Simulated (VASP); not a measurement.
GaAs:

```
CELL_PARAMETERS angstrom
0.00000 2.82685 2.82685
2.82685 0.00000 2.82685
2.82685 2.82685 0.00000
ATOMIC_POSITIONS crystal
As 0.75000 0.75000 0.75000
Ga 0.00000 0.00000 0.00000
```

| Quantity | Value |
| --- | --- |
| Program | VASP 6.6.1 |
| Task | relaxation of cell and atoms |
| Functional | PBE |
| Potentials or basis | VASP PAW PBE potentials, release 64 (As_GW, Ga_d_GW) |
| Cutoff | 900 eV |
| k mesh | 8 × 8 × 8 |
| Occupations | fermi-dirac, width 0.05 eV |
| Spin | no spin polarisation |

At the start: pressure 3.4 GPa; volume 22.59 Å³/atom.

Task: Where does the relaxation end?

Result: Over 10 steps the energy falls by 11.7 meV/atom and the volume is 23.75 Å³/atom (+5.1 %); space group F-43m (No. 216, to 0.05 Å).

The path:
```tsv
step	energy change (eV)	largest force (eV/Å)	pressure (GPa)	volume (Å³)
1	0.0000	0.0000	3.39	45.18
2	-0.0206	0.0000	-1.00	48.38
3	-0.0234	0.0000	0.08	47.51
4	-0.0234	0.0000	-0.12	47.57
5	-0.0234	0.0000	0.11	47.45
6	-0.0234	0.0000	-0.27	47.51
7	-0.0234	0.0000	0.22	47.47
8	-0.0234	0.0000	0.08	47.49
9	-0.0234	0.0000	-0.08	47.50
10	-0.0234	0.0000	0.05	47.49
```

Final structure:
```
As Ga
1.0
     0.00000    2.87433    2.87433
     2.87433    0.00000    2.87433
     2.87433    2.87433    0.00000
As Ga
1 1
Cartesian
  4.3115 4.3115 4.3115
  0.0000 0.0000 0.0000
```
